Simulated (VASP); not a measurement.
# Br (I4/mmm) in VASP: further runs

One crystal, Br, is run at these levels: PBE, SCAN+D3; tasks: single point, electrostatic potential.

All numbers are computed with VASP 6.6.1; they aren't measurements. Logs are shortened: lines on timing, memory, paths and dates and some standing lists are left out, and cuts for length are marked.

## Step 1: The crystal as given

The structure is tetragonal, space group I4/mmm (No. 139). The conventional cell has a = 2.847 Å, b = 2.847 Å, c = 7.155 Å, α = 90.00°, β = 90.00°, γ = 90.00°. Br (site symmetry 4/mmm) is surrounded by 4 Br at 2.85 Å.

## Step 2: Single point, PBE

File INCAR:

```
PREC = Accurate
ENCUT = 500
EDIFF = 1E-6
ISMEAR = 0
SIGMA = 0.02
LREAL = F
LASPH = T
NELM = 60
ALGO = Normal
ISIF = 2
LWAVE = F
LCHARG = F
GGA = PE
NBANDS = 10
```

File KPOINTS:

```
Automatic mesh
0
Gamma
  5 5 5
```

File POSCAR:

```
Br
1.0
   -1.4234917050      1.4234917050      3.5775173700
    1.4234917050     -1.4234917050      3.5775173700
    1.4234917050      1.4234917050     -3.5775173700
Br
1
Direct
    0.0000000000      0.0000000000      0.0000000000
```

Potentials or basis: VASP PAW PBE potentials, release 64 (Br_GW).

Command:

```bash
$ cat potpaw_PBE.64/Br_GW/POTCAR > POTCAR
$ mpirun -np 1 vasp_std > vasp.out
```

OUTCAR:

```text
PREC = Accurate
   ENCUT = 500
   EDIFF = 1E-6
   ISMEAR = 0
   LREAL = F
   LASPH = T
   NELM = 60
   ISIF = 2
   GGA = PE

 ion  position               nearest neighbor table
   1  0.000  0.000  0.000-

  LATTYP: Found a body centered tetragonal cell.
 ALAT       =     2.8469834100
 C/A-ratio  =     2.5131986069

  Lattice vectors:

 A1 = (  -1.4234917050,   1.4234917050,   3.5775173700)
 A2 = (   1.4234917050,  -1.4234917050,   3.5775173700)
 A3 = (   1.4234917050,   1.4234917050,  -3.5775173700)

Analysis of symmetry for initial positions (statically):
=====================================================================
 Subroutine PRICEL returns:
 Original cell was already a primitive cell.

 Routine SETGRP: Setting up the symmetry group for a
 body centered tetragonal supercell.

 Subroutine GETGRP returns: Found 16 space group operations
 (whereof 16 operations were pure point group operations)
 out of a pool of 16 trial point group operations.

The static configuration has the point symmetry D_4h.

Analysis of symmetry for dynamics (positions and initial velocities):
=====================================================================
 Subroutine PRICEL returns:
 Original cell was already a primitive cell.

 Routine SETGRP: Setting up the symmetry group for a
 body centered tetragonal supercell.

 Subroutine GETGRP returns: Found 16 space group operations
 (whereof 16 operations were pure point group operations)
 out of a pool of 16 trial point group operations.

The dynamic configuration has the point symmetry D_4h.

 Subroutine INISYM returns: Found 16 space group operations
 (whereof 16 operations are pure point group operations),
 and found     1 'primitive' translations

----------------------------------------------------------------------------------------

                                     Primitive cell

  volume of cell :      28.9969

  direct lattice vectors                    reciprocal lattice vectors
    -1.423491705  1.423491705  3.577517370     0.000000000  0.351248973  0.139761725
     1.423491705 -1.423491705  3.577517370     0.351248973  0.000000000  0.139761725
     1.423491705  1.423491705 -3.577517370     0.351248973  0.351248973  0.000000000

  length of vectors
     4.105032010  4.105032010  4.105032010     0.378033307  0.378033307  0.496741062

  position of ions in fractional coordinates (direct lattice)
     0.000000000  0.000000000  0.000000000

[... 66 lines left out ...]
   ENCUT  =  500.0 eV  36.75 Ry    6.06 a.u.   7.48  7.48  7.48*2*pi/ulx,y,z
   NELM   =     60;   NELMIN=  2; NELMDL= -5     # of ELM steps
   EDIFF  = 0.1E-05   stopping-criterion for ELM
   LREAL  =      F    real-space projection
[... 7 lines left out ...]
   TEBEG  =    0.0;   TEEND  =   0.0 temperature during run
   PSTRESS=    0.0 pullay stress
   NELECT =       7.0000    total number of electrons
   NUPDOWN=      -1.0000    fix difference up-down
   EMIN   =  10.00;   EMAX   =-10.00  energy-range for DOS
   EFERMI =   0.00;   METHOD = LEGACY
   ISMEAR =     0;   SIGMA  =   0.02  broadening in eV -4-tet -1-fermi 0-gaus
   EFERMI_NEDOS =   21; number of points for ismear=-14 and -15
   IALGO  =     38    algorithm
   IMIX   =      4    mixing-type and parameters
     AMIX     =   0.40;   BMIX     =  1.00
     AMIX_MAG =   1.60;   BMIX_MAG =  1.00
  volume/ion in A,a.u.               =      29.00       195.68
  Fermi-wavevector in a.u.,A,eV,Ry     =   1.019351  1.926294 14.137486  1.039076
  Thomas-Fermi vector in A             =   2.152860
   LORBIT       =      0    0 simple, 1 ext, 2 COOP (PROOUT), +10 PAW based schemes
   GGA     = PE    functional components
   LHFCALC =     F    Hartree Fock is set to
   AEXX    =    0.0000 exact exchange contribution
   IVDW    =     0    specifies the selected vdW correction
   LEPSILON=     F    determine dielectric tensor
   LRPA    =     F    only Hartree local field effects (RPA)
 non-spin polarized calculation
 Gauss-broadening in eV      SIGMA  =   0.02
  energy-cutoff  :      500.00
  volume of cell :       29.00
 maximum number of plane-waves:       769
 NGX is ok and might be reduce to    30
   NGX = 15   NGY = 15   NGZ = 15

 number of electron       6.9999999 magnetization

 Free energy of the ion-electron system (eV)
  ---------------------------------------------------
  ext. energy  EPLUGINS =         0.00000000
  ---------------------------------------------------
  free energy    TOTEN  =        -1.43465725 eV

  energy without entropy =       -1.43315931  energy(sigma->0) =       -1.43390828

 E-fermi :   0.5825     XC(G=0):  -8.6426

 val. band max:        0.5463364583   @ k =   0.4000   0.2000   0.0000
 cond. band min:       0.5834692847   @ k =  -0.4000   0.2000  -0.0000
 fundamental gap:      0.0371328264
 Fermi energy:         0.5825401979

 k-point     1 :       0.0000    0.0000    0.0000
  band No.  band energies     occupation
      1     -14.8146      2.00000
      2      -0.8929      2.00000
      3       2.4274      0.00000
      4       2.4274      0.00000
      5       6.8354      0.00000
      6      11.3226      0.00000
      7      11.7625      0.00000
      8      17.3137      0.00000
      9      17.3137      0.00000
     10      17.9284      0.00000
[... 209 lines left out ...]
 k-point    18 :      -0.4000   -0.4000    0.4000
  band No.  band energies     occupation
      1     -14.5936      2.00000
      2      -2.9087      2.00000
      3       2.2755      0.00000
      4       2.2755      0.00000
      5      10.8215      0.00000
      6      10.8293      0.00000
      7      12.2719      0.00000
      8      19.2513      0.00000
      9      19.8667      0.00000
     10      19.8667      0.00000

------------------------ aborting loop because EDIFF is reached ----------------------------------------

  FORCE on cell =-STRESS in cart. coord.  units (eV):
  Direction    XX          YY          ZZ          XY          YZ          ZX
  --------------------------------------------------------------------------------------
  -------------------------------------------------------------------------------------
  Total        0.2340874      0.2340874      0.2885662      0.0000000      0.0000000      0.0000000
  in kB       12.9341242     12.9341242     15.9442593      0.0000000      0.0000000      0.0000000
  external PRESSURE =      13.9375025 kB  Pullay stress =       0.0000000 kB

 VOLUME and BASIS-vectors are now :
 -----------------------------------------------------------------------------
  energy-cutoff  :      500.00
  volume of cell :       29.00
      direct lattice vectors                 reciprocal lattice vectors
    -1.423491705  1.423491705  3.577517370     0.000000000  0.351248973  0.139761725
     1.423491705 -1.423491705  3.577517370     0.351248973  0.000000000  0.139761725
     1.423491705  1.423491705 -3.577517370     0.351248973  0.351248973  0.000000000

 POSITION                                       TOTAL-FORCE (eV/Angst)
 -----------------------------------------------------------------------------------
      0.00000      0.00000      0.00000        -0.000000      0.000000     -0.000000
 -----------------------------------------------------------------------------------
    total drift:                               -0.000000      0.000000     -0.000000

  FREE ENERGIE OF THE ION-ELECTRON SYSTEM (eV)
  ---------------------------------------------------
  free  energy   TOTEN  =        -1.4346572524 eV

  energy  without entropy=       -1.4331593111  energy(sigma->0) =       -1.43390828
```

It took 13 s on 1 thread of Intel Xeon Platinum 8488C (Sapphire Rapids), shared host; peak memory 0.16 GiB.

What came out:

```
Free energy            : -1.4347 eV
Pressure               : 1.4 GPa
Band gap on the k mesh : none (metal or under the smearing width)
```

Stress tensor (GPa, compression positive):
```
1.29 0.00 0.00
0.00 1.29 0.00
0.00 0.00 1.59
```

Caveat: the k mesh is coarse (spacing up to 0.62 Å⁻¹), so the values aren't converged; an odd number of electrons without spin polarisation forces a metal; a magnetic or distorted state may lie lower.

## Step 3: Single point, PBE

File INCAR:

```
  PREC = Accurate
  ENCUT = 500
  EDIFF = 1E-6
  ISMEAR = 0
  SIGMA = 0.02
  LREAL = False
  LASPH = True
  NELM = 100
  ALGO = Normal
  ISIF = 2
  LWAVE = False
  LCHARG = False
  GGA = PE
  NBANDS = 10
```

File KPOINTS:

```
regular mesh
0
Gamma
  8 8 8
```

POSCAR is that of step 2.

Potentials or basis: VASP PAW PBE potentials, release 64 (Br_GW).

Command:

```bash
$ cat potpaw_PBE.64/Br_GW/POTCAR > POTCAR
$ mpirun -np 1 vasp_std > vasp.out
```

It took 16 s on 1 thread of Intel Xeon Platinum 8375C at 2.90GHz (Ice Lake), shared host; peak memory 0.16 GiB.

The run converged. Its results:

```yaml
Free_energy: -1.3998 eV
Pressure: 1.4 GPa
Band_gap_on_the_k_mesh: none (metal or under the smearing width)
```

Levels at points of the mesh, in eV from the Fermi level:
| k point | band 1 | band 2 | band 3 | band 4 | band 5 | band 6 |
| --- | --- | --- | --- | --- | --- | --- |
| (0.00, 0.00, 0.00) | -16.24 | -2.27 | 0.98 | 0.98 | 5.46 | 9.87 |
| (0.50, 0.00, 0.00) | -14.58 | -5.80 | -1.86 | 1.88 | 6.37 | 12.06 |
| (0.50, 0.50, 0.00) | -13.08 | -4.45 | -4.17 | -0.60 | 5.49 | 8.34 |
| (0.50, 0.50, 0.50) | -15.99 | -4.44 | 0.82 | 0.82 | 9.34 | 9.35 |

Caveat: the k mesh is coarse (spacing up to 0.39 Å⁻¹), so the values aren't converged; an odd number of electrons without spin polarisation forces a metal; a magnetic or distorted state may lie lower.

## Step 4: Electrostatic potential, SCAN+D3, spin-orbit coupling, no magnetisation

File INCAR:

```
PREC = Accurate
ENCUT = 520
EDIFF = 1E-7
ISMEAR = -1
SIGMA = 0.1
LREAL = False
LASPH = True
NELM = 80
ALGO = Normal
ISIF = 2
LWAVE = False
LCHARG = True
MAGMOM = 0 0 0
LORBIT = 11
LSORBIT = True
GGA_COMPAT = False
METAGGA = SCAN
LMIXTAU = True
IVDW = 11
LVHAR = True
```

File KPOINTS:

```
regular mesh
0
Gamma
  10 10 10
```

File POSCAR:

```
Br
4.105
   -0.346770208283      0.346770208283      0.871502404385
    0.346770208283     -0.346770208283      0.871502404385
    0.346770208283      0.346770208283     -0.871502404385
Br
1
Direct
    0.0000000000      0.0000000000      0.0000000000
```

Potentials or basis: VASP PAW PBE potentials, release 64 (Br).

Command:

```bash
$ cat potpaw_PBE.64/Br/POTCAR > POTCAR
$ mpirun -np 1 vasp_ncl > vasp.out
```

It took 6.1 min on 1 thread of Intel Xeon 6975P-C (Granite Rapids), shared host; peak memory 0.39 GiB.

The run converged. Its results:

```
Free energy                                           : -19.2262 eV
Pressure                                              : -0.2 GPa
Valence electrons inside the program's atomic spheres : Br 4.74
Dispersion energy per atom                            : -0.059 eV
```

Stress tensor (GPa, compression positive):
```
-0.13  0.00  0.00
 0.00 -0.13  0.00
 0.00  0.00 -0.25
```

Caveat: the PAW data sets were made with another functional, which shifts forces and pressure a little.

[end of part 1 of 2]
